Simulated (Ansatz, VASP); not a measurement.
## Ta: VASP beside Ansatz

```
Ta
1.0
    -1.65948    1.65948    1.65948
     1.65948   -1.65948    1.65948
     1.65948    1.65948   -1.65948
Ta
1
Cartesian
  0.0000 0.0000 0.0000
```

Alike in both runs: functional PBE; k mesh 18 × 18 × 18; occupations gaussian, width 0.1 eV; no spin polarisation.

Ansatz relaxed the structure, and its values are those at the end. VASP's run is a single point on that final structure, the one shown.

|  | VASP | Ansatz |
| --- | --- | --- |
| version | VASP 6.6.1 | Ansatz 0.2.0 |
| potentials or method | VASP PAW PBE potentials, release 64 (Ta_pv) | scalar-relativistic, plane waves, PAW |
| plane-wave cutoff (eV) | 520 | 420 |
| valence electrons in the cell | 11 | 13 |

|  | VASP | Ansatz | Ansatz less VASP |
| --- | --- | --- | --- |
| gap on the k mesh at the Fermi level (eV) | none | none | - |
| pressure (GPa) | 0.1 | 0.0 | -0.07 |

A gap of «none» marks a metal or a gap that the smearing closes. The functional is the same, so the differences come from potentials, cutoffs and numerics. The two sets of potentials don't hold the same shells in valence.

The runs have no spin-orbit coupling, so splittings on Ta are missing.
